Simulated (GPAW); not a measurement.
The system is Nb.

```xyz
1
Lattice="-1.6640 1.6640 1.6640 1.6640 -1.6640 1.6640 1.6640 1.6640 -1.6640" Properties=species:S:1:pos:R:3 pbc="T T T"
Nb    0.0000    0.0000    0.0000
```

| Item | Value |
| --- | --- |
| Program | GPAW 26.7.0 |
| Task | relaxation of cell and atoms |
| Functional | revPBE |
| Dispersion | D4 |
| Potentials or basis | the program's PAW data sets (release 1.2.1) made for this functional |
| Cutoff | 600 eV |
| Basis | pw |
| k mesh | 11 × 11 × 11 |
| Occupations | fermi-dirac, width 0.05 eV |
| Spin | no spin polarisation |

At the start: pressure -4.8 GPa; volume 18.43 Å³/atom.

**Question.** Where does the relaxation end?

**Answer.** Over 3 steps the energy falls by 7.7 meV/atom and the volume is 17.90 Å³/atom (-2.9 %); space group Im-3m (No. 229, to 0.05 Å).

The path:
| step | energy change (eV) | largest force (eV/Å) | pressure (GPa) | volume (Å³) |
| --- | --- | --- | --- | --- |
| 1 | 0.0000 | 0.0000 | -4.82 | 18.43 |
| 2 | -0.0075 | 0.0000 | -0.93 | 18.00 |
| 3 | -0.0077 | 0.0000 | 0.02 | 17.90 |

Final structure:
```xyz
1
Lattice="-1.6478 1.6478 1.6478 1.6478 -1.6478 1.6478 1.6478 1.6478 -1.6478" Properties=species:S:1:pos:R:3 pbc="T T T"
Nb    0.0000    0.0000    0.0000
```

Caveat: later steps reuse the first step's grids; pairwise dispersion overbinds metals, which lowers pressure and volume.
